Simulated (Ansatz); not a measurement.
# Zincblende alloy of GaAs and AlAs (60 of 64 Ga sites exchanged), 128 atoms

Ansatz, PAW, plane waves. PBEsol relaxation of volume and atoms (shape held) at the single k point (½, ½, ½); single points on the relaxed atoms at the Γ point alone, onto which points of the small cell's zone fold. Arrangement: unlike neighbours preferred. No spin–orbit coupling unless named.

Relaxed structure:

```yaml
crystal:
  lattice:
    - [0.00000, 11.34719, 11.34719]
    - [11.34719, 0.00000, 11.34719]
    - [11.34719, 11.34719, 0.00000]
  atoms:
    - { symbol: Al, position: [0.00006, 0.99983, 0.99996] }
    - { symbol: Al, position: [0.50003, 0.99988, 0.99992] }
    - { symbol: Al, position: [0.00008, 0.49969, 0.00033] }
    - { symbol: Al, position: [0.00010, 0.99998, 0.49980] }
    - { symbol: Al, position: [0.25048, 0.24961, 0.24971] }
    - { symbol: Al, position: [0.50006, 0.49968, 0.00014] }
    - { symbol: Al, position: [0.49991, 0.99997, 0.49994] }
    - { symbol: Al, position: [0.75039, 0.24974, 0.24970] }
    - { symbol: Al, position: [0.99991, 0.49971, 0.50017] }
    - { symbol: Al, position: [0.25007, 0.74982, 0.25009] }
    - { symbol: Al, position: [0.24994, 0.25009, 0.74989] }
    - { symbol: Al, position: [0.50010, 0.49990, 0.49991] }
    - { symbol: Al, position: [0.75006, 0.75004, 0.24986] }
    - { symbol: Al, position: [0.74999, 0.24986, 0.74997] }
    - { symbol: Al, position: [0.75025, 0.74977, 0.74991] }
    - { symbol: Al, position: [0.00002, 0.00016, 0.24968] }
    - { symbol: Al, position: [0.24995, 0.24988, 0.00001] }
    - { symbol: Al, position: [0.49987, 0.00020, 0.24973] }
    - { symbol: Al, position: [0.74989, 0.24995, 0.00003] }
    - { symbol: Al, position: [0.00001, 0.50000, 0.24997] }
    - { symbol: Al, position: [0.25006, 0.74976, 0.00012] }
    - { symbol: Al, position: [0.00029, 0.99979, 0.74994] }
    - { symbol: Al, position: [0.25017, 0.24983, 0.49984] }
    - { symbol: Al, position: [0.49994, 0.50022, 0.24978] }
    - { symbol: Al, position: [0.75013, 0.74995, 0.99982] }
    - { symbol: Al, position: [0.50009, 0.00001, 0.74984] }
    - { symbol: Al, position: [0.75019, 0.24984, 0.49982] }
    - { symbol: Al, position: [0.24999, 0.74973, 0.50009] }
    - { symbol: Al, position: [0.50006, 0.50016, 0.74988] }
    - { symbol: Al, position: [0.75004, 0.75004, 0.49979] }
    - { symbol: Al, position: [0.99996, 0.25003, 0.99989] }
    - { symbol: Al, position: [0.24996, 0.00002, 0.24990] }
    - { symbol: Al, position: [0.49995, 0.24987, 0.00010] }
    - { symbol: Al, position: [0.74996, 0.00016, 0.24973] }
    - { symbol: Al, position: [0.00023, 0.74991, 0.99981] }
    - { symbol: Al, position: [0.99998, 0.24971, 0.50007] }
    - { symbol: Al, position: [0.25037, 0.49971, 0.24986] }
    - { symbol: Al, position: [0.50012, 0.74989, 0.99992] }
    - { symbol: Al, position: [0.25000, 0.00008, 0.74993] }
    - { symbol: Al, position: [0.49998, 0.24984, 0.50004] }
    - { symbol: Al, position: [0.75027, 0.50000, 0.24971] }
    - { symbol: Al, position: [0.75004, 0.99996, 0.74992] }
    - { symbol: Al, position: [0.99998, 0.74969, 0.50009] }
    - { symbol: Al, position: [0.25015, 0.49999, 0.74965] }
    - { symbol: Al, position: [0.49992, 0.74994, 0.50008] }
    - { symbol: Al, position: [0.75029, 0.49980, 0.74969] }
    - { symbol: Al, position: [0.25007, 0.99992, 0.99999] }
    - { symbol: Al, position: [0.75004, 0.99995, 0.99990] }
    - { symbol: Al, position: [0.25008, 0.49998, 0.99990] }
    - { symbol: Al, position: [0.25001, 0.99973, 0.50019] }
    - { symbol: Al, position: [0.75023, 0.49989, 0.99978] }
    - { symbol: Al, position: [0.75007, 0.99994, 0.49990] }
    - { symbol: Al, position: [0.00015, 0.74987, 0.24999] }
    - { symbol: Al, position: [0.99990, 0.25012, 0.74988] }
    - { symbol: Al, position: [0.24989, 0.49978, 0.50013] }
    - { symbol: Al, position: [0.50009, 0.74996, 0.24995] }
    - { symbol: Al, position: [0.50004, 0.24998, 0.74998] }
    - { symbol: Al, position: [0.75001, 0.49988, 0.49990] }
    - { symbol: Al, position: [0.00033, 0.74989, 0.74963] }
    - { symbol: Al, position: [0.50031, 0.74979, 0.74990] }
    - { symbol: Ga, position: [0.25048, 0.74994, 0.75026] }
    - { symbol: Ga, position: [0.00019, 0.50027, 0.75021] }
    - { symbol: Ga, position: [0.00003, 0.25022, 0.25028] }
    - { symbol: Ga, position: [0.50041, 0.24985, 0.25033] }
    - { symbol: As, position: [0.06266, 0.06254, 0.06224] }
    - { symbol: As, position: [0.56258, 0.06247, 0.06235] }
    - { symbol: As, position: [0.06270, 0.56248, 0.06259] }
    - { symbol: As, position: [0.06261, 0.06234, 0.56251] }
    - { symbol: As, position: [0.31294, 0.31220, 0.31234] }
    - { symbol: As, position: [0.56272, 0.56246, 0.06230] }
    - { symbol: As, position: [0.56261, 0.06244, 0.56239] }
    - { symbol: As, position: [0.81249, 0.31254, 0.31240] }
    - { symbol: As, position: [0.06237, 0.56219, 0.56282] }
    - { symbol: As, position: [0.31258, 0.81251, 0.31259] }
    - { symbol: As, position: [0.31254, 0.31251, 0.81251] }
    - { symbol: As, position: [0.56258, 0.56249, 0.56245] }
    - { symbol: As, position: [0.81262, 0.81263, 0.31233] }
    - { symbol: As, position: [0.81245, 0.31243, 0.81251] }
    - { symbol: As, position: [0.31286, 0.81259, 0.81266] }
    - { symbol: As, position: [0.81278, 0.81250, 0.81234] }
    - { symbol: As, position: [0.06244, 0.06272, 0.31227] }
    - { symbol: As, position: [0.31252, 0.31250, 0.06233] }
    - { symbol: As, position: [0.56251, 0.06241, 0.31245] }
    - { symbol: As, position: [0.81262, 0.31251, 0.06236] }
    - { symbol: As, position: [0.06288, 0.56225, 0.31265] }
    - { symbol: As, position: [0.31264, 0.81244, 0.06257] }
    - { symbol: As, position: [0.06262, 0.06253, 0.81253] }
    - { symbol: As, position: [0.31257, 0.31236, 0.56252] }
    - { symbol: As, position: [0.56275, 0.56242, 0.31249] }
    - { symbol: As, position: [0.81273, 0.81249, 0.06234] }
    - { symbol: As, position: [0.56259, 0.06248, 0.81249] }
    - { symbol: As, position: [0.81257, 0.31241, 0.56247] }
    - { symbol: As, position: [0.06281, 0.56246, 0.81282] }
    - { symbol: As, position: [0.31239, 0.81223, 0.56276] }
    - { symbol: As, position: [0.56277, 0.56233, 0.81264] }
    - { symbol: As, position: [0.81257, 0.81247, 0.56247] }
    - { symbol: As, position: [0.06245, 0.31219, 0.06280] }
    - { symbol: As, position: [0.31249, 0.06227, 0.31266] }
    - { symbol: As, position: [0.56239, 0.31221, 0.06289] }
    - { symbol: As, position: [0.81259, 0.06239, 0.31245] }
    - { symbol: As, position: [0.06263, 0.81234, 0.06252] }
    - { symbol: As, position: [0.06269, 0.31233, 0.56238] }
    - { symbol: As, position: [0.31245, 0.56239, 0.31265] }
    - { symbol: As, position: [0.56267, 0.81244, 0.06248] }
    - { symbol: As, position: [0.31258, 0.06252, 0.81258] }
    - { symbol: As, position: [0.56268, 0.31244, 0.56245] }
    - { symbol: As, position: [0.81261, 0.56251, 0.31245] }
    - { symbol: As, position: [0.81277, 0.06233, 0.81245] }
    - { symbol: As, position: [0.06262, 0.81249, 0.56224] }
    - { symbol: As, position: [0.31253, 0.56250, 0.81242] }
    - { symbol: As, position: [0.56260, 0.81249, 0.56243] }
    - { symbol: As, position: [0.81279, 0.56229, 0.81229] }
    - { symbol: As, position: [0.31261, 0.06246, 0.06251] }
    - { symbol: As, position: [0.81265, 0.06251, 0.06235] }
    - { symbol: As, position: [0.06290, 0.31255, 0.31261] }
    - { symbol: As, position: [0.31267, 0.56236, 0.06250] }
    - { symbol: As, position: [0.31251, 0.06241, 0.56257] }
    - { symbol: As, position: [0.56281, 0.31272, 0.31260] }
    - { symbol: As, position: [0.81265, 0.56255, 0.06232] }
    - { symbol: As, position: [0.81265, 0.06244, 0.56247] }
    - { symbol: As, position: [0.06262, 0.81252, 0.31260] }
    - { symbol: As, position: [0.06243, 0.31284, 0.81231] }
    - { symbol: As, position: [0.31268, 0.56237, 0.56233] }
    - { symbol: As, position: [0.56251, 0.81263, 0.31252] }
    - { symbol: As, position: [0.56250, 0.31264, 0.81255] }
    - { symbol: As, position: [0.81253, 0.56256, 0.56230] }
    - { symbol: As, position: [0.06299, 0.81224, 0.81229] }
    - { symbol: As, position: [0.56271, 0.81250, 0.81248] }
```

**Question.** What are the mean bond lengths by pair (pairs within 1.2 times the sum of covalent radii, less contacts 15 % beyond the pair's median; cation–cation pairs of compounds aside; long ionic contacts are cut short by that bound)?

**Answer.** Al–As 2.457 ± 0.001 Å (standard deviation, 240 bonds); As–Ga 2.456 ± 0.001 Å (standard deviation, 16 bonds).

**Question.** What gap lies between the top filled and the lowest empty level in the single points?

**Answer.** HSE06 with spin–orbit coupling 1.99 eV (24 min on NVIDIA GB200).
